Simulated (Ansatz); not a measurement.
# CdIn2S4: the cell at several levels of theory

An exercise on one series of results from a longer session: the logs are not shown, and one member is left open.

Program: Ansatz 0.2.0. PAW datasets, plane waves, zero pressure. Calculated at 0 K for a non-magnetic cell.

### The system as given

The symmetry is Fd-3m (No. 227, cubic); a = 10.797 Å in the conventional setting, 22.48 Å³ an atom. Cd has 4 S at 2.54 Å; In has 6 S at 2.59 Å; S has 1 Cd at 2.54 Å and 3 In at 2.59 Å.

Coordinates:

```
CELL_PARAMETERS angstrom
0.00000 5.39850 5.39850
5.39850 0.00000 5.39850
5.39850 5.39850 0.00000
ATOMIC_POSITIONS crystal
Cd 0.00000 0.00000 0.00000
Cd 0.25000 0.25000 0.25000
In 0.62500 0.62500 0.62500
In 0.12500 0.62500 0.62500
In 0.62500 0.62500 0.12500
In 0.62500 0.12500 0.62500
S 0.38600 0.38600 0.38600
S 0.40800 0.86400 0.86400
S 0.38600 0.38600 0.84200
S 0.86400 0.40800 0.86400
S 0.84200 0.38600 0.38600
S 0.86400 0.86400 0.86400
S 0.38600 0.84200 0.38600
S 0.86400 0.86400 0.40800
```

Set-up of the first run:

The input, input.yaml:

```yaml
crystal:
  lattice:
    - [0.0, 5.3985, 5.3985]
    - [5.3985, 0.0, 5.3985]
    - [5.3985, 5.3985, 0.0]
  atoms:
    - { symbol: Cd, position: [0.0, 0.0, 0.0] }
    - { symbol: Cd, position: [0.25, 0.25, 0.25] }
    - { symbol: In, position: [0.625, 0.625, 0.625] }
    - { symbol: In, position: [0.125, 0.625, 0.625] }
    - { symbol: In, position: [0.625, 0.625, 0.125] }
    - { symbol: In, position: [0.625, 0.125, 0.625] }
    - { symbol: S, position: [0.386, 0.386, 0.386] }
    - { symbol: S, position: [0.408, 0.864, 0.864] }
    - { symbol: S, position: [0.386, 0.386, 0.842] }
    - { symbol: S, position: [0.864, 0.408, 0.864] }
    - { symbol: S, position: [0.842, 0.386, 0.386] }
    - { symbol: S, position: [0.864, 0.864, 0.864] }
    - { symbol: S, position: [0.386, 0.842, 0.386] }
    - { symbol: S, position: [0.864, 0.864, 0.408] }
kpoints:
  mp_grid: { grid: [4, 4, 4] }
hamiltonian:
  xc: pbe
scf:
  occupations: { method: fermi_dirac, width: 0.02 }
relax:
  f_tol: 0.005
  cell: {}
```

Command:

```bash
> ansatz run input.yaml --threads 4 --pin off --max-ram 7372MiB --backend cpu --events-out ev --progress --plain --runs-dir out
```

Steps of the session up to this table: Relaxation with PBE; Relaxation with r2SCAN; Relaxation with PBEsol; Relaxing with LDA.

One table of the session follows, with a row left open; its other results are not shown here.

| level | a (Å) | volume (Å³/atom) |
| --- | --- | --- |
| PBE | 11.017 | 23.877 |
| r2SCAN | ? | ? |
| PBEsol | 10.849 | 22.802 |
| LDA | 10.745 | 22.155 |

Q: Estimate the row for r2SCAN from the others.

As computed: a (Å): 10.918; volume (Å³/atom): 23.238. In the column «a (Å)» it lies between PBEsol (10.849) and PBE (11.017).

In words: From the start to the first minimum the volume moved by +6.2 %. The volume runs from LDA (least) to PBE (most), a spread of 7.8 %, or 2.5 % in length if all axes shared it alike.
